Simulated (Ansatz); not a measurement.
NaH and its competing phases

Method: DFT PBE, scalar-relativistic, plane waves, PAW in Ansatz 0.2.0. Settings: cutoff 420 eV, Γ-centred meshes spaced at most about 0.3 Å⁻¹ (2π included), Gaussian smearing. No spin polarisation.

Energies over the elements count from the elements' standard structures at the same level (H₂ as a molecule), with no fitted energy shifts.

These are static total energies at zero pressure. With hydrogen, zero-point motion can shift formation energies by some tens of meV/atom.

The competitors are the elements and 1 reference phase of this chemical system (from databases or known types: NaH), relaxed at the same level; other known phases may be missing.

The candidate was reached from: a relaxed cell, shaken at random and relaxed again.

```xyz
4
Lattice="3.9696 0.0000 0.0000 -1.9848 3.4377 0.0000 0.0000 0.0000 4.8815" Properties=species:S:1:pos:R:3 pbc="T T T"
Na    0.0000    2.2918    1.2204
Na    1.9848    1.1459    3.6611
H     0.0000    2.2918    3.6611
H     1.9848    1.1459    1.2204
```

Question: Is it stable, and against what?

Answer: Not the lowest form: another structure of the same formula lies lower. Its formation energy is -0.171 eV/atom. The lowest competing phase at this composition is this:

| phase | space group | source | share of atoms | ΔE_f (eV/atom) |
| --- | --- | --- | --- | --- |
| NaH | Fm-3m (No. 225) | COD | 1.0000 | -0.196 |

The candidate lies 25 meV/atom above this phase. The candidate matches no cell in the subsets of the Crystallography Open Database and the Materials Project at hand. That margin is within the range where metastable phases are often made. Checks: no imaginary mode on a 2×2×2 q mesh.
